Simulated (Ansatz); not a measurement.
Runs of Ansatz 0.2.0 on NbP. It takes space group I4_1md (No. 109, tetragonal). The conventional cell has a = 3.350 Å, b = 3.350 Å, c = 11.480 Å, α = 90.00°, β = 90.00°, γ = 90.00°. Nb (site symmetry 2mm) has 6 P at 2.55 Å as nearest neighbours. Around P (site symmetry 2mm) lie 6 Nb at 2.55 Å. The cell is a database's computed one.

```tsv
task	potentials or basis	cell	cutoff (eV)	gap on the mesh (eV)	pressure (GPa)	relaxed volume (Å³/atom)
relaxation of cell and atoms	PseudoDojo stringent (PBE files)	relaxed	1116	none	0.0	16.01
single point	Ansatz PAW soft_1	as given	420	none	-1.1	-
relaxation of cell and atoms	Ansatz PAW earlier set	relaxed	770	none	0.0	16.01
relaxation of cell and atoms	JTH PAW	relaxed	1170	none	0.0	16.00
relaxation of cell and atoms	SPMS NC	relaxed	762	none	0.0	(a)
```

Alike in all rows: level PBE; no spin polarisation; k mesh 11 × 11 × 11; smearing fermi-dirac 0.05 eV.

Task: Estimate the missing entries.

Result: (a) 16.02.

Caveats: the plane-wave basis is chosen anew once the cell has moved, so the energies of steps on either side of that aren't comparable (some runs).

A k mesh can miss the band edges, and the runs leave out spin-orbit coupling on Nb.

A gap of «none» marks a metal or a gap under the smearing width.

Not every run made on this cell is shown here.
